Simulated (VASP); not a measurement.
A run of VASP 6.6.1 is set up as follows.

Contents of INCAR:

```
SYSTEM = CuCl
ALGO = Normal
CSHIFT = 0.1
EDIFF = 1E-6
ENCUT = 520
GGA = PE
ISIF = 2
ISMEAR = 0
LASPH = .True.
LCHARG = .False.
LOPTICS = .True.
LREAL = .False.
LWAVE = .False.
NBANDS = 41
NEDOS = 2000
NELM = 80
PREC = Accurate
SIGMA = 0.03
```

Contents of KPOINTS:

```
k-points
0
Gamma
  10 10 10
  0 0 0
```

The input POSCAR:

```
CuCl                                    
1.0
    0.0000000000      2.6497729766      2.6497729766
    2.6497729766      0.0000000000      2.6497729766
    2.6497729766      2.6497729766      0.0000000000
  Cu              Cl            
     1     1
Direct
     0.0000000000000000    0.0000000000000000    0.0000000000000000
     0.2500000000000000    0.2500000000000000    0.2500000000000000
```

Potentials or basis: VASP PAW PBE potentials, release 64 (Cu, Cl).

Launch:

```sh
$ cat potpaw_PBE.64/Cu/POTCAR potpaw_PBE.64/Cl/POTCAR > POTCAR
$ mpirun -np 1 vasp_std > vasp.out
```

(1) Estimate the pressure.

(2) Predict the band gap on the k mesh.

Answers

(1) 4.1 GPa.

(2) 0.67 eV, direct.

**Experimental background.**

A printed reference work, data compilation reports, for a bulk crystal of CuCl at 4.2 K: band gap 3.399 eV (direct).

Measured gap of CuCl: 3.399 eV (direct; 4.2 K; a printed reference work, data compilation). This calculation gives 0.67 eV (-2.73 eV). So large a miss can be the level of theory's own, or it may mean another phase, state or a wrong row. The value is that of PBE on a finite k mesh, which can miss the band edges, without temperature or zero-point motion. Semilocal functionals fall short of measured gaps as a rule.
